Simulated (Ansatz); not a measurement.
Base system: RuO$_{2}$ in the rutile structure (space group P4_2/mnm, No. 136; a = 4.5234 Å, c = 3.1190 Å). Axes: x, y, z lie along a, b, c of the conventional cell.

(Cell as relaxed with PBE.)

Levels (all Ansatz, an electronic-structure program, PAW): PBE (420 eV, without spin-orbit coupling); PBEsol (420 eV, no SOC).

Each level relaxes its own structure.

| base | PBE | PBEsol |
|---|---|---|
| volume per atom | 10.64 Å³ | 10.28 Å³ |
| lattice parameter a | 8.548 bohr | 8.440 bohr |
| band gap | zero | zero |

Perturbation: strain tensor (xx, yy, zz, yz, xz, xy) = (−0.30, +0.26, +1.70, −1.02, +1.27, −0.95) %, atoms relaxed at fixed cell.

```json
[
 {"quantity": "energy relative to the base (free energy F)", "PBE": "+11 meV/atom", "PBEsol": "[?]"},
 {"quantity": "pressure (mean of the normal stresses, compression positive)", "PBE": "-4.6 GPa", "PBEsol": "[?]"},
 {"quantity": "largest internal atomic displacement", "PBE": "0.021 Å", "PBEsol": "[?]"},
 {"quantity": "band gap", "PBE": "zero", "PBEsol": "[?]"}
]
```

### Question
Given the PBE results, estimate those of PBEsol.

### Answer

- energy relative to the base (free energy F), PBEsol: +12 meV/atom
- pressure (mean of the normal stresses, compression positive), PBEsol: -5.2 GPa
- largest internal atomic displacement, PBEsol: 0.023 Å
- band gap, PBEsol: zero

PBE's energy relative to the base lies 0.5 meV/atom below PBEsol's; PBE's pressure lies 0.6 GPa above PBEsol's; the two agree on the band gap. Neither level is exact; PBEsol is the comparison here, not a measurement.

Without a gap, meshes like the base's 10×10×15 leave anisotropic stresses uncertain by several tenths of a GPa, and small strain energies with them. Whether these cells are dynamically stable was not tested. No Hubbard U is applied, and correlation can decide whether such a compound is a metal. All final runs are without spin polarisation.
